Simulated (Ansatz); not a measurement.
## Residual resistivity of an alloy: Pt(111) with 4 layers of random Pt-Zn, 2x2

Wanted: resistance against the alloy's length, first Pt(111) with 4 layers of random Pt-Zn, 2x2.

Main program and level: Ansatz 0.2.0; Ansatz plane-wave DFT, PBE, PAW files; ballistic transport by layer matching (Landauer), zero bias; PAW set soft_1.

**1. The starting structure**

The cell holds 40 atoms: 28 Pt and 12 Zn. Its edges and angles: a = 5.546 Å, b = 5.546 Å, c = 22.699 Å, α = 93.5°, β = 86.5°, γ = 120.0°. It derives from Pt. Regions: lead, 24 atoms (24 Pt); scattering region, 16 atoms (12 Zn and 4 Pt). The structure is stacked along c, and the current runs across the ab planes.

**2. With 4 alloy layers**

In 4 layers a share of 0.75 of the sites is given to Zn at random. The layers about the cell's end stay perfect and serve as the lead. Disorder leaves little or no symmetry, which makes such runs dear. Energies from -0.05 to 0.05 eV in steps of 0.05 eV are too few for the program's thermal sum, so it prints no conductance; for a metal the transmission near the Fermi level serves, at a fraction of the cost.

The input, input.yaml:

```yaml
crystal:
  lattice:
    - [5.5462627489, 0.0, 0.0]
    - [-2.7731313745, 4.8032044366, 0.0]
    - [1.3865656872, -0.8005340728, 22.6425228571]
  atoms:
    - { symbol: Pt, position: [0.9916666667, 0.0083333333, 0.05] }
    - { symbol: Pt, position: [0.9916666667, 0.5083333333, 0.05] }
    - { symbol: Pt, position: [0.4916666667, 0.0083333333, 0.05] }
    - { symbol: Pt, position: [0.4916666667, 0.5083333333, 0.05] }
    - { symbol: Pt, position: [0.1416666667, 0.3583333333, 0.15] }
    - { symbol: Pt, position: [0.1416666667, 0.8583333333, 0.15] }
    - { symbol: Pt, position: [0.6416666667, 0.3583333333, 0.15] }
    - { symbol: Pt, position: [0.6416666667, 0.8583333333, 0.15] }
    - { symbol: Pt, position: [0.2916666667, 0.2083333333, 0.25] }
    - { symbol: Pt, position: [0.2916666667, 0.7083333333, 0.25] }
    - { symbol: Pt, position: [0.7916666667, 0.2083333333, 0.25] }
    - { symbol: Pt, position: [0.7916666667, 0.7083333333, 0.25] }
    - { symbol: Zn, position: [0.9416666667, 0.0583333333, 0.35] }
    - { symbol: Pt, position: [0.9416666667, 0.5583333333, 0.35] }
    - { symbol: Zn, position: [0.4416666667, 0.0583333333, 0.35] }
    - { symbol: Zn, position: [0.4416666667, 0.5583333333, 0.35] }
    - { symbol: Zn, position: [0.0916666667, 0.4083333333, 0.45] }
    - { symbol: Pt, position: [0.0916666667, 0.9083333333, 0.45] }
    - { symbol: Zn, position: [0.5916666667, 0.4083333333, 0.45] }
    - { symbol: Zn, position: [0.5916666667, 0.9083333333, 0.45] }
    - { symbol: Zn, position: [0.2416666667, 0.2583333333, 0.55] }
    - { symbol: Zn, position: [0.2416666667, 0.7583333333, 0.55] }
    - { symbol: Pt, position: [0.7416666667, 0.2583333333, 0.55] }
    - { symbol: Zn, position: [0.7416666667, 0.7583333333, 0.55] }
    - { symbol: Zn, position: [0.8916666667, 0.1083333333, 0.65] }
    - { symbol: Zn, position: [0.8916666667, 0.6083333333, 0.65] }
    - { symbol: Pt, position: [0.3916666667, 0.1083333333, 0.65] }
    - { symbol: Zn, position: [0.3916666667, 0.6083333333, 0.65] }
    - { symbol: Pt, position: [0.0416666667, 0.4583333333, 0.75] }
    - { symbol: Pt, position: [0.0416666667, 0.9583333333, 0.75] }
    - { symbol: Pt, position: [0.5416666667, 0.4583333333, 0.75] }
    - { symbol: Pt, position: [0.5416666667, 0.9583333333, 0.75] }
    - { symbol: Pt, position: [0.1916666667, 0.3083333333, 0.85] }
    - { symbol: Pt, position: [0.1916666667, 0.8083333333, 0.85] }
    - { symbol: Pt, position: [0.6916666667, 0.3083333333, 0.85] }
    - { symbol: Pt, position: [0.6916666667, 0.8083333333, 0.85] }
    - { symbol: Pt, position: [0.8416666667, 0.1583333333, 0.95] }
    - { symbol: Pt, position: [0.8416666667, 0.6583333333, 0.95] }
    - { symbol: Pt, position: [0.3416666667, 0.1583333333, 0.95] }
    - { symbol: Pt, position: [0.3416666667, 0.6583333333, 0.95] }
kpoints:
  mp_grid: { grid: [5, 5, 1] }
hamiltonian:
  xc: pbe
  pseudopotentials: { kind: paw, azcp: { folder: soft_1 } }
scf:
  occupations: { method: fermi_dirac, width: 0.1 }
output:
  transmission:
    leads: [[0, 4]]
    kmesh: [10, 10]
    e_range: [-0.05, 0.05]
    de: 0.05
  write_potential: true
  write_density: true
  volumetric_format: npy
```

Run with:

```console
$ ansatz run input.yaml --threads 4 --pin off --max-ram 15360MiB --backend cpu --events-out ev --progress --plain --runs-dir out
```

Numbers of over 12 decimals in the logs are rounded to 6 here.

The program printed:

```text
Engine: ansatz 0.2.0, aarch64-unknown-linux-gnu
Pseudopotentials: kind: paw
Pseudopotential: Pt, paw, valence charge 18, recommended cutoff 420 eV (normal), soft_1/Pt.paw.azcp
Pseudopotential: Zn, paw, valence charge 12, recommended cutoff 420 eV (normal), soft_1/Zn.paw.azcp
Functional definition: PBE
  parameter kappa = 0.804
  parameter beta = 0.066725
  exchange = pbe_x(kappa = kappa, mu = beta*pi^2/3)
  correlation = pbe_c(beta = beta)
Crystal: 40 atoms, lattice volume = 603.193 Å³
Basis set: ecut = 420 eV, 11827 PW (Γ)
Bands: 389, of which v1, the nominal top of the filled ones, is band 324 counted from 1 (323 counted from 0)
Symmetry: 2 space group operations
Space group: C2 (ITA 5), of the structure as read, at distance tolerance 8.4e-5 Å
k-points: 9 of 25 (time reversal used)
Non-local potential: Pt, projectors of the file, l = 0: 3, l = 1: 2, l = 2: 2, l = 3: 1
Non-local potential: Zn, projectors of the file, l = 0: 2, l = 1: 2, l = 2: 3, l = 3: 1
PAW form: soft (Blöchl's): semilocal exchange-correlation on the pseudo side does not see the compensation charge
PAW one-centre angular grid: Pt, 590 points (default); XC on 64 Gauss nodes
PAW one-centre angular grid: Zn, 590 points (default); XC on 64 Gauss nodes
Initial density: superposition of atomic densities (chi_scale 0.1, normalization cell, long waves of neutral atoms (reshape's long-wave potential 17.98 eV rms, cloud 2.58 Å wide))
Initial wavefunctions: pseudopotential atomic-orbital guess
Functional: x = pbe(κ = 0.804, μ = 0.219515), c = pbe(β = 0.066725)
SCF iter   1: F=—  HF=-390552.164111 eV  |F-HF|=—  |Δ(HF+E_count)|=         —  Δρ=1.22e-1  dr2=2.76e2  ethr=3.10e-3  ⟨swp⟩=5.4  Hψ=13063  notcnv=0  defer=117
preconditioner: auto → Kerker (q_TF=auto, 2.761 Å⁻¹)  [metal: Δε(μ)=0.004 eV  Ē_g=9.589 eV  σ=0.100 eV  W_gap=0.01  n_scr=228 (ndim 8)  ℏωp=31.1 eV  f_vac=0.000  D(μ)=39.61/eV (n_scr^D=368)]
SCF iter   2: F=—  HF=-390533.084600 eV  |F-HF|=—  |Δ(HF+E_count)|=    1.91e1  Δρ=5.61e-2  dr2=8.22e1  ethr=3.10e-3  ⟨swp⟩=2.0  Hψ=6209  notcnv=0  defer=287
SCF iter   3: F=—  HF=-390527.702883 eV  |F-HF|=—  |Δ(HF+E_count)|=    5.38e0  Δρ=1.85e-2  dr2=7.86e0  ethr=3.10e-3  ⟨swp⟩=2.7  Hψ=5691  notcnv=0  defer=292
SCF iter   4: F=—  HF=-390526.915679 eV  |F-HF|=—  |Δ(HF+E_count)|=   7.87e-1  Δρ=1.02e-2  dr2=1.29e0  ethr=1.21e-3  ⟨swp⟩=2.3  Hψ=5899  notcnv=0  defer=313
SCF iter   5: F=—  HF=-390526.849530 eV  |F-HF|=—  |Δ(HF+E_count)|=   6.61e-2  Δρ=2.72e-3  dr2=1.95e-1  ethr=1.99e-4  ⟨swp⟩=2.1  Hψ=6023  notcnv=0  defer=319
SCF iter   6: F=—  HF=-390526.847262 eV  |F-HF|=—  |Δ(HF+E_count)|=   2.27e-3  Δρ=7.73e-4  dr2=2.91e-2  ethr=3.02e-5  ⟨swp⟩=1.0  Hψ=3178  notcnv=0  defer=319
SCF iter   7: F=—  HF=-390526.847517 eV  |F-HF|=—  |Δ(HF+E_count)|=   2.55e-4  Δρ=5.88e-4  dr2=1.12e-2  ethr=4.48e-6  ⟨swp⟩=2.0  Hψ=3314  notcnv=0  defer=319
SCF iter   8: F=—  HF=-390526.847040 eV  |F-HF|=—  |Δ(HF+E_count)|=   4.77e-4  Δρ=2.17e-4  dr2=7.16e-4  ethr=1.72e-6  ⟨swp⟩=1.1  Hψ=3179  notcnv=0  defer=319
SCF iter   9: F=—  HF=-390526.847043 eV  |F-HF|=—  |Δ(HF+E_count)|=   2.37e-6  Δρ=1.75e-4  dr2=2.72e-4  ethr=1.10e-7  ⟨swp⟩=2.0  Hψ=4602  notcnv=0  defer=319
SCF iter  10: F=—  HF=-390526.846999 eV  |F-HF|=—  |Δ(HF+E_count)|=   4.35e-5  Δρ=4.69e-5  dr2=6.08e-5  ethr=4.20e-8  ⟨swp⟩=2.0  Hψ=3953  notcnv=0  defer=319
SCF iter  11: F=—  HF=-390526.846067 eV  |F-HF|=—  |Δ(HF+E_count)|=   9.32e-4  Δρ=1.16e-5  dr2=8.28e-6  ethr=9.38e-9  ⟨swp⟩=1.7  Hψ=3282  notcnv=0  defer=319
SCF iter  12: F=—  HF=-390526.846067 eV  |F-HF|=—  |Δ(HF+E_count)|=   1.23e-7  Δρ=4.81e-6  dr2=3.46e-7  ethr=1.28e-9  ⟨swp⟩=1.2  Hψ=3180  notcnv=0  defer=319
SCF iter  13: F=-390526.846067 eV  HF=-390526.846067 eV  |F-HF|=1.15e-7  |Δ(HF+E_count)|=   2.14e-8  Δρ=4.28e-6  dr2=5.88e-8  ethr=1.54e-11  ⟨swp⟩=10.6  Hψ=14580  notcnv=0
SCF 1 converged in 13 iterations: F = -390526.846067 eV  dr2 = 5.88e-8
  greatest PAW one-centre occupation: 1.000 electrons in one spin orbital (limit 2), on the Pt atom at site 37 (counted from 0), in its partial waves of l = 0
transmission: 208 of 2080 steps passed
transmission: 416 of 2080 steps passed
[...]
transmission: 2080 of 2080 steps passed
SCF converged after 13 iterations
Free energy (F): -390526.846067 eV
Harris-Foulkes:  -390526.846067 eV  (|F-HF|=1.15e-7)
Internal energy: -390525.466148 eV  (E = F + TS)
E sigma→0 (E₀):  -390526.156107 eV
Entropy (-TS):   -1.379919 eV (-34.498 meV/atom)
Fermi energy:    19.623379 eV
--- Per-component energies (eV) ---
  E_band       = -3616.589153
  E_kinetic    = 18489.420877
  E_local      = -86191.682008  (includes V_loc(G=0)·N_el)
  E_nonlocal   = 15525.064906
  E_hartree    = 35345.332281
  E_xc         = -7453.909255
  E_vxc        = -8221.697433  (∫ρ·V_xc dr)
  E_paw        = -288307.602972  (= ΣΔE_a)
  E_vpaw       = -13908.402811  (= ΣTr[D̂ρ^β])
  E_aug_tail   = 0.028341  (compensation charges beyond the density's cutoff)
  E_ewald      = -77932.118318
  E_smearing   = -1.379919  (= −TS)
  E_closure    = 0.000000  (closes the sum)
  Σ components = -390526.846067   (vs F -390526.846067, Δ=0.00e0)
--- Band table (eV; the first three rows and the last of 9) ---
  k-point 0: bands = [... 320 lower, 19.7833, 19.7853, 19.7870, 19.8498, 19.8569, 19.8600, 19.9249, 19.9292, ... 61 higher]
  k-point 1: bands = [... 320 lower, 19.5299, 19.5358, 19.5480, 19.5723, 19.6246, 19.6432, 19.7885, 19.8043, ... 61 higher]
  k-point 2: bands = [... 320 lower, 19.5363, 19.5755, 19.5918, 19.6522, 19.6566, 19.6865, 19.7208, 19.9061, ... 61 higher]
  k-point 8: bands = [... 320 lower, 19.4203, 19.5375, 19.5902, 19.6090, 19.6199, 19.6592, 19.6780, 19.8159, ... 61 higher]
--- Transmission ---
  basis      : 241 plane waves across, 40 finite elements along
  points     : 52, standing for a mesh of 10 x 10
  energies   : 3 from -0.050000 to 0.050000 eV about the Fermi level, 0.050000 eV apart; the leads are filled to 0.000000 eV, and channels, transmission and decay are at 0.000000 eV
  crystal 0  : Pt4, at the sites [0, 4], period 2.2643 Å, over 13.59 Å; its Hamiltonian steps by up to 25.1 meV: too much for a lead, lay more layers or, if its atoms are ordered, name the step of that order
    offset         : up to 0.0000 Å between an atom of the period and one for which it stands
    channels       : 6.760000e0 a spin
    conductance    : none, the energies end too early or step too widely for 300 K: set another output.transmission.e_range or a lower de, or, where they end at an eighth of basis.ecutwfc, a higher one
  junction   : crystal 0 to crystal 0, 0.70 to 21.08 Å
    transmission   : 1.516792e0 a spin
    conductance    : none, the energies end too early or step too widely for 300 K: set another output.transmission.e_range or a lower de, or, where they end at an eighth of basis.ecutwfc, a higher one
```

Elapsed: 7.9 min, on 4 threads of Arm Neoverse V1, shared host; peak memory 4.8 GiB; 30 min of CPU time.

Numbers from this step:

- free energy: -390526.8461 eV
- energy at zero smearing: -390526.1561 eV
- Fermi energy: 19.62 eV
- cell area: 26.64 Å²
- transmission per spin nearest the Fermi level: 1.517
- open channels per spin nearest the Fermi level: 6.76
- step of the lead's potential: 25.1 meV

Per spin. Transmission, zone mean against energy, zero at the Fermi level:

```csv
energy (eV),"transmission, zone mean"
-0.0500,1.60
0.0000,1.52
0.0500,1.45
```

Per spin. The open channels, zone mean, lead by energy, zero at the Fermi level:

```csv
energy (eV),"open channels, zone mean, lead"
-0.0500,7.1
0.0000,6.76
0.0500,6.39
```

Over the solved energies the transmission per spin lies between 1.45 and 1.60, out of 6.75 channels of the lead on average (up to 7.1). The log calls the step of a lead's potential too much.

**3. With 8 alloy layers**

In 8 layers a share of 0.75 of the sites is given to Zn at random. A fresh draw is used; the growth of the resistance with length is what counts.

System of this step: Pt(111) with 8 layers of random Pt-Zn, 2x2. The cell holds 56 atoms: 32 Pt and 24 Zn. Its edges and angles: a = 5.546 Å, b = 5.546 Å, c = 31.740 Å, α = 87.5°, β = 92.5°, γ = 120.0°. It derives from Pt. Regions: lead, 24 atoms (24 Pt); scattering region, 32 atoms (8 Pt and 24 Zn). The structure is stacked along c, and the current runs across the ab planes.

The input, input.yaml:

```yaml
crystal:
  lattice:
    - [5.5462627489, 0.0, 0.0]
    - [-2.7731313745, 4.8032044366, 0.0]
    - [-1.3865656872, 0.8005340728, 31.6995319999]
  atoms:
    - { symbol: Pt, position: [0.005952381, 0.994047619, 0.0357142857] }
    - { symbol: Pt, position: [0.005952381, 0.494047619, 0.0357142857] }
    - { symbol: Pt, position: [0.505952381, 0.994047619, 0.0357142857] }
    - { symbol: Pt, position: [0.505952381, 0.494047619, 0.0357142857] }
    - { symbol: Pt, position: [0.1845238095, 0.3154761905, 0.1071428571] }
    - { symbol: Pt, position: [0.1845238095, 0.8154761905, 0.1071428571] }
    - { symbol: Pt, position: [0.6845238095, 0.3154761905, 0.1071428571] }
    - { symbol: Pt, position: [0.6845238095, 0.8154761905, 0.1071428571] }
    - { symbol: Pt, position: [0.3630952381, 0.1369047619, 0.1785714286] }
    - { symbol: Pt, position: [0.3630952381, 0.6369047619, 0.1785714286] }
    - { symbol: Pt, position: [0.8630952381, 0.1369047619, 0.1785714286] }
    - { symbol: Pt, position: [0.8630952381, 0.6369047619, 0.1785714286] }
    - { symbol: Pt, position: [0.0416666667, 0.9583333333, 0.25] }
    - { symbol: Zn, position: [0.0416666667, 0.4583333333, 0.25] }
    - { symbol: Zn, position: [0.5416666667, 0.9583333333, 0.25] }
    - { symbol: Zn, position: [0.5416666667, 0.4583333333, 0.25] }
    - { symbol: Zn, position: [0.2202380952, 0.2797619048, 0.3214285714] }
    - { symbol: Zn, position: [0.2202380952, 0.7797619048, 0.3214285714] }
    - { symbol: Zn, position: [0.7202380952, 0.2797619048, 0.3214285714] }
    - { symbol: Pt, position: [0.7202380952, 0.7797619048, 0.3214285714] }
    - { symbol: Zn, position: [0.3988095238, 0.1011904762, 0.3928571429] }
    - { symbol: Zn, position: [0.3988095238, 0.6011904762, 0.3928571429] }
    - { symbol: Zn, position: [0.8988095238, 0.1011904762, 0.3928571429] }
    - { symbol: Pt, position: [0.8988095238, 0.6011904762, 0.3928571429] }
    - { symbol: Zn, position: [0.0773809524, 0.9226190476, 0.4642857143] }
    - { symbol: Zn, position: [0.0773809524, 0.4226190476, 0.4642857143] }
    - { symbol: Pt, position: [0.5773809524, 0.9226190476, 0.4642857143] }
    - { symbol: Zn, position: [0.5773809524, 0.4226190476, 0.4642857143] }
    - { symbol: Zn, position: [0.255952381, 0.244047619, 0.5357142857] }
    - { symbol: Zn, position: [0.255952381, 0.744047619, 0.5357142857] }
    - { symbol: Zn, position: [0.755952381, 0.244047619, 0.5357142857] }
    - { symbol: Zn, position: [0.755952381, 0.744047619, 0.5357142857] }
    - { symbol: Pt, position: [0.4345238095, 0.0654761905, 0.6071428571] }
    - { symbol: Zn, position: [0.4345238095, 0.5654761905, 0.6071428571] }
    - { symbol: Pt, position: [0.9345238095, 0.0654761905, 0.6071428571] }
    - { symbol: Zn, position: [0.9345238095, 0.5654761905, 0.6071428571] }
    - { symbol: Zn, position: [0.1130952381, 0.8869047619, 0.6785714286] }
    - { symbol: Zn, position: [0.1130952381, 0.3869047619, 0.6785714286] }
    - { symbol: Zn, position: [0.6130952381, 0.8869047619, 0.6785714286] }
    - { symbol: Zn, position: [0.6130952381, 0.3869047619, 0.6785714286] }
    - { symbol: Zn, position: [0.2916666667, 0.2083333333, 0.75] }
    - { symbol: Zn, position: [0.2916666667, 0.7083333333, 0.75] }
    - { symbol: Pt, position: [0.7916666667, 0.2083333333, 0.75] }
    - { symbol: Pt, position: [0.7916666667, 0.7083333333, 0.75] }
    - { symbol: Pt, position: [0.4702380952, 0.0297619048, 0.8214285714] }
    - { symbol: Pt, position: [0.4702380952, 0.5297619048, 0.8214285714] }
    - { symbol: Pt, position: [0.9702380952, 0.0297619048, 0.8214285714] }
    - { symbol: Pt, position: [0.9702380952, 0.5297619048, 0.8214285714] }
    - { symbol: Pt, position: [0.1488095238, 0.8511904762, 0.8928571429] }
    - { symbol: Pt, position: [0.1488095238, 0.3511904762, 0.8928571429] }
    - { symbol: Pt, position: [0.6488095238, 0.8511904762, 0.8928571429] }
    - { symbol: Pt, position: [0.6488095238, 0.3511904762, 0.8928571429] }
    - { symbol: Pt, position: [0.3273809524, 0.1726190476, 0.9642857143] }
    - { symbol: Pt, position: [0.3273809524, 0.6726190476, 0.9642857143] }
    - { symbol: Pt, position: [0.8273809524, 0.1726190476, 0.9642857143] }
    - { symbol: Pt, position: [0.8273809524, 0.6726190476, 0.9642857143] }
kpoints:
  mp_grid: { grid: [5, 5, 1] }
hamiltonian:
  xc: pbe
  pseudopotentials: { kind: paw, azcp: { folder: soft_1 } }
scf:
  occupations: { method: fermi_dirac, width: 0.1 }
output:
  transmission:
    leads: [[0, 4]]
    kmesh: [10, 10]
    e_range: [-0.05, 0.05]
    de: 0.05
  write_potential: true
  write_density: true
  volumetric_format: npy
```

The program printed:

```text
[...]
Crystal: 56 atoms, lattice volume = 844.470 Å³
Basis set: ecut = 420 eV, 16521 PW (Γ)
Bands: 519, of which v1, the nominal top of the filled ones, is band 432 counted from 1 (431 counted from 0)
Symmetry: 1 space group operations
[...]
k-points: 13 of 25 (time reversal used)
[...]
SCF iter   1: F=—  HF=-480496.299899 eV  |F-HF|=—  |Δ(HF+E_count)|=         —  Δρ=1.28e-1  dr2=4.96e2  ethr=3.10e-3  ⟨swp⟩=5.2  Hψ=25872  notcnv=0  defer=413
[...]
SCF iter  15: F=-480457.957786 eV  HF=-480457.957786 eV  |F-HF|=7.24e-8  |Δ(HF+E_count)|=   2.50e-9  Δρ=1.47e-6  dr2=6.95e-8  ethr=1.16e-11  ⟨swp⟩=9.8  Hψ=23781  notcnv=0
SCF 1 converged in 15 iterations: F = -480457.957786 eV  dr2 = 6.95e-8
[...]
transmission: 292 of 2912 steps passed
transmission: 584 of 2912 steps passed
[...]
transmission: 2912 of 2912 steps passed
SCF converged after 15 iterations
Free energy (F): -480457.957786 eV
[...]
Internal energy: -480456.379661 eV  (E = F + TS)
E sigma→0 (E₀):  -480457.168723 eV
Entropy (-TS):   -1.578124 eV (-28.181 meV/atom)
Fermi energy:    18.047516 eV
[...]
--- Band table (eV; the first three rows and the last of 13) ---
  k-point 0: bands = [... 428 lower, 18.1406, 18.1416, 18.1999, 18.2032, 18.2065, 18.2681, 18.2736, 18.2782, ... 83 higher]
  k-point 1: bands = [... 428 lower, 17.9567, 17.9665, 17.9892, 18.0133, 18.0710, 18.1230, 18.1953, 18.2100, ... 83 higher]
  k-point 2: bands = [... 428 lower, 17.9212, 17.9914, 18.0118, 18.0502, 18.0734, 18.1028, 18.1939, 18.2246, ... 83 higher]
  k-point 12: bands = [... 428 lower, 17.9159, 17.9427, 17.9819, 18.0210, 18.0785, 18.0967, 18.1307, 18.1645, ... 83 higher]
--- Transmission ---
  basis      : 241 plane waves across, 56 finite elements along
  points     : 52, standing for a mesh of 10 x 10
[...]
channels       : 7.010000e0 a spin
[...]
junction   : crystal 0 to crystal 0, 0.70 to 30.13 Å
    transmission   : 1.511579e0 a spin
[...]
```

Run time: 17 min. Hardware: 4 threads; peak memory 8.7 GiB; 65 min of CPU time.

This step gave:

| Quantity | Value |
| --- | --- |
| free energy | -480457.9578 eV |
| energy at zero smearing | -480457.1687 eV |
| Fermi energy | 18.05 eV |
| transmission per spin nearest the Fermi level | 1.512 |
| open channels per spin nearest the Fermi level | 7.01 |
| step of the lead's potential | 25.5 meV |

Per spin. Table of transmission, zone mean by energy, zero at the Fermi level:

```csv
energy (eV),"transmission, zone mean"
-0.0500,1.57
0.0000,1.51
0.0500,1.46
```

Over the solved energies the transmission per spin lies between 1.46 and 1.57, out of 6.79 channels of the lead on average (up to 7.04). The log calls the step of a lead's potential too much.

(Continued in part 2 of 2.)

[Logs are printed without paths, hosts, clocks, repeated set-up lines and the standing remarks that a program may print on its own settings, such as how far it seeks lower states.]

[Hosts, paths, dates, database ids (printed as entryN), source tags and the programs' standing remarks are cut or masked in the printed files.]
